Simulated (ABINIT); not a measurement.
Runs of ABINIT 10.8.3 (patched build) on V. The structure is cubic, space group Im-3m (No. 229). The conventional cell has a = 3.029 Å, b = 3.029 Å, c = 3.029 Å, α = 90.00°, β = 90.00°, γ = 90.00°. V (site symmetry m-3m) is surrounded by 8 V at 2.62 Å. 

| task | potentials or basis | spin | k mesh | cutoff (eV) | fine-grid cutoff | most SCF steps | mesh quality | gap on the mesh (eV) | pressure (GPa) | moment (μB) | V0 of scaled cells (Å³/atom) | B0 (GPa) |
| --- | --- | --- | --- | --- | --- | --- | --- | --- | --- | --- | --- | --- |
| equation of state | SG15 NC PBE v1.2 | collinear, ferromagnetic start | 8 × 8 × 8 | 952 | - | - | coarse | - | - | - | 13.39 | 180 |
| single point | JTH PAW PBE v2.0 | collinear, random start | 12 × 12 × 12 | 408 | 816.342 eV | - | not flagged | none | -4.9 | 0.00 | - | - |
| equation of state | PseudoDojo NC SR PBE v0.4.1 standard | collinear, ferromagnetic start | 8 × 8 × 8 | 1143 | - | - | coarse | - | - | - | 13.38 | 182 |
| equation of state | Ansatz NC PBE | collinear, ferromagnetic start | 8 × 8 × 8 | 1143 | - | - | coarse | - | - | - | 13.38 | 182 |
| single point | JTH PAW PBE v2.0 | collinear, ferromagnetic start | 12 × 12 × 12 | 408 | 816.342 eV | - | not flagged | none | -4.9 | 0.00 | - | - |
| equation of state | PseudoDojo NC SR PBE v0.5 standard | collinear, ferromagnetic start | 8 × 8 × 8 | 1143 | - | - | coarse | - | - | - | 13.38 | 182 |
| single point | JTH PAW PBE v2.0 | off | 12 × 12 × 12 | 408 | 816.342 eV | - | not flagged | none | -4.9 | - | - | - |
| equation of state | PseudoDojo NC SR PBE v0.5 stringent | collinear, ferromagnetic start | 8 × 8 × 8 | 1143 | - | - | coarse | - | - | - | 13.38 | 182 |
| equation of state | PseudoDojo NC SR PBE v0.4 stringent | collinear, ferromagnetic start | 8 × 8 × 8 | 1143 | - | - | coarse | - | - | - | 13.38 | 182 |
| single point | JTH PAW PBE v2.0 | non-collinear, random start | 7 × 7 × 7 | 408 | 816.342 eV | 80 | coarse | none | (a) | 0.00 | - | - |

Alike in all rows: level PBE; cell as given; smearing fermi-dirac 0.05 eV.

Estimate the missing entries.

(a) -4.6.

Caveats: some runs use coarse meshes; pressures at fixed basis lie under the slope of the energies (some runs).

A gap of «none» marks a metal or a gap under the smearing width.
